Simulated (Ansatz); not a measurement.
# What a change of settings does to a run on FeCo

The geometry is COD entry 9004229, unchecked; take it as a test cell. The listed cell was then made from it by scaling, straining or moving an atom.

First run: DFT, PBE, all-electron LAPW, scalar-relativistic (Ansatz 0.2.0).

Command: `ansatz run input.yaml --threads 1 --pin off --max-ram 3072MiB --backend cpu --events-out ev --progress --plain --runs-dir out` The run took 35 s on 1 thread of Arm Neoverse V1 (shared host), peak memory 0.47 GiB.

```yaml
crystal:
  lattice:
    - [2.8329904615, 0.0, 0.0]
    - [0.0, 2.8329904615, 0.0]
    - [0.0, 0.0, 2.8329904615]
  atoms:
    - { symbol: Fe, position: [0.5, 0.5, 0.5], spin: 3.0 }
    - { symbol: Co, position: [0.0, 0.0, 0.0], spin: 2.0 }
magnetization:
  spin_polarized: true
kpoints:
  mp_grid: { grid: [11, 11, 11] }
scf:
  occupations: { method: fermi_dirac, width: 0.05 }
hamiltonian:
  xc: pbe
  pseudopotentials: { kind: all_electron, lapw: { basis_error: 0.001 } }
output:
  forces: true
  stress: true
  eigenvalues: true
```

Result: converged; pressure 2.11 GPa; moment 4.48 μB; 11 SCF iterations.

The input is then changed:

```diff
@@ -12,5 +12,5 @@
   mp_grid: { grid: [11, 11, 11] }
 scf:
-  occupations: { method: fermi_dirac, width: 0.05 }
+  occupations: { method: cold, width: 0.025 }
 hamiltonian:
   xc: pbe
@@ -20,3 +20,4 @@
   stress: true
   eigenvalues: true
+accuracy: medium
```

Question: What does the second run give?

Answer: It converged; energy at zero smearing -0.2 meV/atom from the first run; pressure 2.50 GPa; moment 4.52 μB; 14 SCF iterations.

The results part of its log:

```
SCF 1 converged in 14 iterations: F = -72551.818808 eV  dr2 = 2.02e-10
this state was not tested for a lower state beside it, because cold or Methfessel-Paxton smearing, or corrected tetrahedra, fill the levels in a way that the test cannot read (fill_not_monotonic; see scf.lower_state_search)
SCF converged after 14 iterations
Magnetization: 4.5187 μB (18.7593 up, 14.2407 down)
Absolute magnetization: 4.7846 μB (∫|ρ↑−ρ↓|)
Spin contamination: 0.0825 ħ² per cell (⟨S²⟩ above its minimum at these occupations)
Per-site moments (μB) at R_I (Å): [(2.8168096316250804, 1.224362681064276), (1.8141169548055647, 1.2290789907145945)]
Free energy (F): -72551.818808 eV
Harris-Foulkes:  -72551.818808 eV  (|F-HF|=5.53e-10)
Internal energy: -72551.818858 eV  (E = F + TS)
E sigma→0 (E₀):  -72551.818825 eV
Entropy (-TS):   0.000051 eV (0.025 meV/atom)
Fermi energy:    18.926019 eV
--- Per-component energies (eV) ---
  E_band       = -464.190034
  E_kinetic    = 73594.049484
  E_xc         = -3148.151799
  E_electrostatic = -142997.716543  (all electrons and nuclei)
  E_smearing   = 0.000051  (= −TS)
  E_closure    = 0.000000  (closes the sum)
  E_atoms      = -72534.293877  (free atoms, spherical and without spin; not in F)
  Σ components = -72551.818808   (vs F -72551.818808, Δ=0.00e0)
  Basis errors (estimates in eV, not in F): energy 2.8e-4 per atom: plane waves 2.3e-4 (1.2e-4 summed), levels above the bands 0.0e0, relativity 2.3e-8, radial functions 4.6e-5, core shells 6.9e-9; eigenvalues (radial functions only) 1.3e-6; not estimated: angular momenta, meshes, grids; target (lapw.basis_error) 1.0e-3; muffin-tin radii Fe 1.224 Å, Co 1.229 Å
--- Forces (eV/Å), atoms counted from 1 ---
  atom   1  Fe    -0.00000000     0.00000000    -0.00000000
  atom   2  Co    -0.00000000     0.00000000     0.00000000
  max |Σ_I F_I| component: 4.21e-30 eV/Å
--- Stress (GPa, compression-positive) ---
        2.502833      -0.000000       0.000000
       -0.000000       2.502833       0.000000
        0.000000       0.000000       2.502833
  P = ⅓ Tr σ = 2.5028 GPa (25.028 kbar)
--- Band table (eV; the first three rows and the last of 112) ---
  k-point 0 ↑: bands = ["-77.6065", "-70.0908", "-40.8468", "-40.8468", "-40.8468", "-36.0931", "-36.0931", "-36.0931", "9.6744", "13.3628", "13.3628", "15.7471", "15.7471", "15.7471", "16.8526", "16.8526", "18.0051", "18.0051", "18.0051", "27.9154", "27.9154", "27.9154", "33.5708"]
  k-point 1 ↑: bands = ["-77.6062", "-70.0904", "-40.8497", "-40.8463", "-40.8463", "-36.0985", "-36.0930", "-36.0930", "9.8441", "13.4317", "13.4327", "15.7461", "15.7461", "15.7909", "16.7827", "16.8802", "17.8741", "17.8741", "17.9577", "26.7391", "28.2275", "28.2275", "33.6224"]
  k-point 2 ↑: bands = ["-77.6055", "-70.0894", "-40.8577", "-40.8451", "-40.8451", "-36.1128", "-36.0927", "-36.0927", "10.3410", "13.6177", "13.6335", "15.7510", "15.7510", "15.9193", "16.5776", "16.9597", "17.5359", "17.5359", "17.8196", "24.5017", "29.1056", "29.1056", "33.7825"]
  k-point 55 ↓: bands = ["-75.3400", "-66.7934", "-38.6849", "-38.6846", "-38.6846", "-32.9522", "-32.9522", "-32.9518", "16.0739", "16.1634", "16.1634", "16.5069", "16.5768", "16.5768", "19.5489", "19.5489", "20.4056", "20.4056", "25.6039", "26.6987", "26.6987", "28.1492", "28.4309"]
```
